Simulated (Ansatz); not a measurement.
**Compressing Si7Ge**

The calculation used DFT PBEsol, scalar-relativistic, plane waves, PAW in Ansatz. (420 eV cutoff, 8×8×8 k-mesh, Gaussian smearing of 0.01 eV, no spin polarisation)

Starting point, cell and atoms relaxed:

```
CELL_PARAMETERS angstrom
5.45918 0.00000 0.00000
0.00000 5.45918 0.00000
0.00000 0.00000 5.45918
ATOMIC_POSITIONS crystal
Si 0.25260 0.25260 0.25260
Si 0.00000 0.50000 0.50000
Si 0.50000 0.50000 0.00000
Si 0.50000 0.00000 0.50000
Si 0.74740 0.25260 0.74740
Si 0.74740 0.74740 0.25260
Si 0.25260 0.74740 0.74740
Ge 0.00000 0.00000 0.00000
```

Cell and atoms are relaxed at each pressure within the symmetry of the start, at zero temperature, so transitions that lower the symmetry aren't seen. The k-mesh given is that at zero pressure and may differ at others. a, b and c are the lengths of the cell vectors above. Gaps are Kohn–Sham gaps over the whole zone.

| P (GPa) | V (Å³/atom) | V/V0 | a (Å) | b (Å) | c (Å) |
| --- | --- | --- | --- | --- | --- |
| -2 | 20.80 | 1.023 | 5.500 | 5.500 | 5.500 |
| 0 | 20.34 | 1.000 | 5.459 | 5.459 | 5.459 |
| 2 | 19.92 | 0.979 | 5.421 | 5.421 | 5.421 |
| 5 | 19.35 | 0.951 | 5.369 | 5.369 | 5.369 |
| 10 | 18.57 | 0.913 | 5.296 | 5.296 | 5.296 |
| 20 | 17.36 | 0.854 | 5.178 | 5.178 | 5.178 |

**Question.** What bulk modulus and pressure derivative fit these points?

**Answer.** A third-order Birch–Murnaghan fit gives B0 = 91 GPa and B0' = 4.1.

**Question.** What does pressure do to the gap?

**Answer.** The gaps are 0.32 eV at -2 GPa, 0.28 eV at 0 GPa, 0.24 eV at 2 GPa, 0.18 eV at 5 GPa, 0.09 eV at 10 GPa, metal at 20 GPa. It closes between 10 and 20 GPa.